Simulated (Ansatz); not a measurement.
## La2O3 in Ansatz: the effect of functional

The system is La2O3.

```xyz
5
Lattice="3.9308 0.0000 0.0000 -1.9654 3.4042 0.0000 0.0000 0.0000 6.1120" Properties=species:S:1:pos:R:3 pbc="T T T"
La    0.0000    2.2694    1.5050
La    1.9654    1.1347    4.6070
O     0.0000    0.0000    0.0000
O     0.0000    2.2694    3.9477
O     1.9654    1.1347    2.1643
```

The cell is a database's computed one.

Alike in all runs:

* Program: Ansatz 0.2.0
* Task: band structure
* Potentials or basis: all-electron LAPW, scalar-relativistic
* Basis error allowed: 0.002 eV/atom
* k mesh: 8 × 8 × 5
* Occupations: fermi-dirac, width 0.05 eV
* Spin: no spin polarisation

Task: One run gave: gap on the mesh 3.81 eV; pressure -3.0 GPa; largest force 0.09 eV/Å. Which functional did it use?
A. LDA
B. PBE
C. PBEsol

Result: C.

| functional | cutoff | gap on the mesh (eV) | pressure (GPa) | largest force (eV/Å) |
| --- | --- | --- | --- | --- |
| PBE | 259 eV | 3.88 | 1.9 | 0.02 |
| PBEsol | 258 eV | 3.81 | -3.0 | 0.09 |
| LDA | 258 eV | 3.78 | -6.3 | 0.17 |

Caveats: spin-orbit coupling is left out, which moves the levels of the heavy elements.

A k mesh can miss the band edges.

Not every run made on this cell is shown here.
